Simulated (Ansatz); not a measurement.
**MnO2 (P4_2/mnm): equation of state**

How stiff is MnO2 (P4_2/mnm)? Energies and pressures are computed at volumes on both sides of the relaxed cell and fitted.

Program: Ansatz 0.2.0. Level of theory: DFT PBE+U (U_eff = 3.9 eV on Mn 3d), scalar-relativistic, plane waves, PAW. These are calculated values, not measurements.

**1. The starting structure**

It takes space group P4_2/mnm (No. 136, tetragonal). Conventional cell: a = 4.435 Å, b = 4.435 Å, c = 2.930 Å, α = 90.00°, β = 90.00°, γ = 90.00°. Mn (site symmetry mmm) is surrounded by 6 O at 1.90 to 1.92 Å. Around O (site symmetry m2m) lie 3 Mn at 1.90 to 1.92 Å.

As a file:

```cif
data_structure
_symmetry_space_group_name_H-M 'P4_2/mnm'
_symmetry_Int_Tables_number 136
_cell_length_a 4.4350
_cell_length_b 4.4350
_cell_length_c 2.9300
_cell_angle_alpha 90.000
_cell_angle_beta 90.000
_cell_angle_gamma 90.000
_cell_volume 57.63
loop_
_atom_site_label
_atom_site_type_symbol
_atom_site_symmetry_multiplicity
_atom_site_Wyckoff_symbol
_atom_site_fract_x
_atom_site_fract_y
_atom_site_fract_z
_atom_site_occupancy
Mn1 Mn 2 a 0.00000 0.00000 0.00000 1
O1 O 4 f 0.30598 0.30598 0.00000 1
```

This cell comes from an earlier session at PBE+U (U_eff = 3.9 eV on Mn 3d): 9.605 Å³/atom at 0.00 GPa, on a 6×6×8 mesh. The large moments point both ways and cancel.

Volume factors to run: 0.980, 1.020, 0.960, 1.040.

**2. Volume × 0.980**

input.yaml reads:

```yaml
crystal:
  lattice:
    - [4.4051900364, 1.78e-08, 0.0]
    - [1.78e-08, 4.4051900364, 0.0]
    - [0.0, 0.0, 2.9103603572]
  atoms:
    - { symbol: Mn, position: [0.0, 0.0, 0.0], spin: 2.89 }
    - { symbol: Mn, position: [0.5, 0.5, 0.5], spin: -2.89 }
    - { symbol: O, position: [0.3059815712, 0.3059815712, 0.0] }
    - { symbol: O, position: [0.1940184293, 0.8059815707, 0.5] }
    - { symbol: O, position: [0.6940184288, 0.6940184288, 0.0] }
    - { symbol: O, position: [0.8059815707, 0.1940184293, 0.5] }
basis:
  ecutwfc: 420
  ecutrho_ratio: 4
kpoints:
  mp_grid: { grid: [6, 6, 8] }
hamiltonian:
  xc: pbe
  hubbard:
    sites:
      - { species: Mn, l: d, u_eff: 3.9, starting_ns: start.occupation_matrices }
    ns_hold: { iters: 6 }
scf:
  occupations: { method: gaussian, width: 0.05 }
  lower_state_search: "off"
output:
  forces: true
  stress: true
  eigenvalues: true
  populations: true
magnetization:
  spin_polarized: true
relax:
  f_tol: 0.01
  max_steps: 40
  cell: { stress_tol: 0.1, fix: [volume] }
```

The open shells start from the occupation matrices of the run at the neighbouring geometry (file start.occupation_matrices).

Run with:

```sh
$ ansatz run input.yaml --threads 4 --pin off --max-ram 10240MiB --backend cpu --events-out ev --progress --plain --runs-dir out
```

After this run come: Scaling the volume by 1.020; Volume × 0.960; At 1.040 of the relaxed volume.

Q: Predict the outcome of this session. Wanted: V0; B0; scatter of the fit.

As calculated:

| quantity | value |
| --- | --- |
| V0 | 9.606 Å³/atom |
| B0 | 207 GPa |
| scatter of the fit | 0.007 meV/atom |

In words: A third-order Birch–Murnaghan fit puts the minimum at 9.61 Å³/atom with a bulk modulus of 207 GPa, a stiff solid. One per cent of compression takes about 2.1 GPa. The moment on atom 1 grows from 2.56 to 2.69 μB on expansion. These are values at 0 K without zero-point motion. Open d and f shells can converge to several self-consistent states; these numbers belong to the ones reached here.
